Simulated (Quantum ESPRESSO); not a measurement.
The system is CuO.

```xyz
4
Lattice="3.4221 0.0000 0.0000 0.0000 3.4221 0.0000 0.0000 0.0000 4.2605" Properties=species:S:1:pos:R:3 pbc="T T T"
Cu    0.0000    1.7110    0.0000
Cu    1.7110    0.0000    2.1302
O     0.0000    0.0000    1.0651
O     0.0000    0.0000    3.1953
```

Measurements of this composition are mostly on another form, of space group No. 15.

Base run:

| Item | Value |
| --- | --- |
| Program | Quantum ESPRESSO 7.5 |
| Functional | PBE |
| Potentials or basis | Ansatz NC SR PBE |
| Cutoff | 1252 eV |
| Density cutoff | 5007 eV |
| k mesh | 8 × 8 × 6 |
| Occupations | fermi-dirac, width 0.05 eV |
| Spin | no spin polarisation |

Its results: band gap on the k mesh none (metal or under the smearing width); pressure -2.8 GPa.

Question: The run is repeated on the same cell with these changes: functional from PBE to LDA; potentials or basis from Ansatz NC SR PBE to GBRV 1.5 LDA; cutoff from 1252 eV to 762 eV; density cutoff from 5007 eV to 6095 eV. What comes out?

Answer: Band gap on the k mesh none (metal or under the smearing width); pressure -13.6 GPa.

Caveats: the run has no spin polarisation, though such a crystal can be magnetic; semilocal functionals often make such compounds metallic where correlation or magnetic order opens a gap, which also shifts bond lengths.
